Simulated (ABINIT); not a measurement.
The system is MnO2.

```xyz
6
Lattice="4.4004 0.0000 0.0000 0.0000 4.4004 0.0000 0.0000 0.0000 2.8671" Properties=species:S:1:pos:R:3 pbc="T T T"
Mn    2.2002    2.2002    1.4335
Mn    0.0000    0.0000    0.0000
O     3.5420    0.8585    1.4335
O     3.0587    3.0587    0.0000
O     0.8585    3.5420    1.4335
O     1.3418    1.3418    0.0000
```

The cell is a database's computed one.

Base run:

```yaml
Program: ABINIT 10.8.3 (patched build)
Functional: PBEsol
Potentials_or_basis: JTH PAW PBE v2.0
Cutoff: 707 eV
k_mesh: 6 × 6 × 9
Occupations: fermi-dirac, width 0.05 eV
Spin: collinear spin, ferromagnetic start
Starting_moments: "[4.0, 4.0, 0.0, 0.0, 0.0, 0.0] μB"
```

Its results: band gap on the k mesh none (metal or under the smearing width); pressure -2.0 GPa; net moment 5.97 μB per cell; site moments Mn +2.65; O +0.09 μB; largest force 0.027 eV/Å.

Question: The run is repeated on the same cell with these changes: functional from PBEsol to PBE. What comes out?

Answer: Band gap on the k mesh none (metal or under the smearing width); pressure 6.6 GPa; net moment 5.99 μB per cell; site moments Mn +2.66; O +0.09 μB; largest force 0.033 eV/Å.

PBE binds less tightly than PBEsol, so the same cell stands under more pressure.

Caveats: semilocal functionals often make such compounds metallic where correlation or magnetic order opens a gap, which also shifts bond lengths; only a ferromagnetic start was run, and an antiferromagnetic order may lie lower in energy; the PAW data sets were made with another functional, which shifts forces and pressure a little (some runs).

Not every run made on this cell is shown here.
